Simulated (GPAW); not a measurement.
Crystal: BeTe.

```
Te Be
1.0
     0.00000    2.77000    2.77000
     2.77000    0.00000    2.77000
     2.77000    2.77000    0.00000
Te Be
1 1
Direct
  0.75000 0.75000 0.75000
  0.00000 0.00000 0.00000
```

- Program: GPAW 26.7.0
- Task: relaxation of cell and atoms
- Functional: RPBE
- Dispersion: D3(BJ)
- Potentials or basis: the program's PAW data sets (release 1.2.1) made for this functional
- Cutoff: 800 eV
- Basis: pw
- k mesh: 8 × 8 × 8
- Occupations: fermi-dirac, width 0.05 eV
- Spin: no spin polarisation

At the start: pressure -7.0 GPa; volume 21.25 Å³/atom.

Problem. Where does the relaxation end?

Solution. Over 4 steps the energy falls by 57.0 meV/atom and the volume is 18.92 Å³/atom (-11.0 %); space group F-43m (No. 216, to 0.05 Å).

Step by step:
| step | energy change (eV) | largest force (eV/Å) | pressure (GPa) | volume (Å³) |
| --- | --- | --- | --- | --- |
| 1 | 0.0000 | 0.0000 | -7.04 | 42.51 |
| 2 | -0.0345 | 0.0000 | -6.07 | 41.67 |
| 3 | -0.1128 | 0.0000 | 0.89 | 37.36 |
| 4 | -0.1139 | 0.0000 | -0.08 | 37.83 |

Final structure:
```xyz
2
Lattice="0.0000 2.6645 2.6645 2.6645 0.0000 2.6645 2.6645 2.6645 0.0000" Properties=species:S:1:pos:R:3 pbc="T T T"
Te    3.9967    3.9967    3.9967
Be    0.0000    0.0000    0.0000
```

Caveat: later steps reuse the first step's grids; the volume moved by -11 % from the deposited cell, more than functionals usually miss.
